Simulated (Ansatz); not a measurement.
**Re: do energies and stresses tell the same story?**

These are results of Ansatz, DFT r2SCAN, scalar-relativistic, plane waves, PAW, not measurements.

Settings: cutoff 500 eV, Γ-centred mesh 18×18×18 on the computed 1-atom cell, Gaussian smearing of 0.10 eV; no spin polarisation.

Relaxed cell: Fm-3m, a = 3.893 Å, b = 3.893 Å, c = 3.893 Å, α = 90.00°, β = 90.00°, γ = 90.00°, 1 atom in the primitive cell. This fcc form isn't the element's structure at ambient conditions.

Energies at zero smearing and pressures from the stress tensor, at volumes with shape and atoms relaxed:
| V (Å³/atom) | E − E(first) (meV/atom) | P (GPa) |
| --- | --- | --- |
| 13.870 | 0.00 | 27.37 |
| 14.312 | -54.55 | 12.58 |
| 14.755 | -71.35 | -0.01 |
| 15.198 | -56.05 | -10.73 |
| 15.640 | -13.43 | -19.85 |

Problem. Check P = −dE/dV between neighbouring volumes, and get the bulk modulus from the pressures alone.

Solution. With 1 eV/Å³ = 160.2 GPa:
```tsv
middle V (Å³/atom)	−ΔE/ΔV (GPa)	mean P (GPa)
14.091	19.746	19.976
14.534	6.078	6.287
14.976	-5.535	-5.367
15.419	-15.429	-15.287
```

The two differ by 0.23 GPa at most. The mean of two end pressures misses the average over a step by about ΔV² P″/12, up to 0.20 GPa here; with that taken off 0.04 GPa remains. The stress is the derivative of the free energy, not of the energy at zero smearing, and with free energies 0.00 GPa remains. Around V = 14.755 Å³/atom, the two neighbours give B = −V ΔP/ΔV = 14.755 × 23.31 / 0.885 = 388.5 GPa, against B0 = 386.6 GPa from the Birch–Murnaghan fit of the energies.

Spin–orbit coupling is left out, which can shift energies with elements as heavy as these.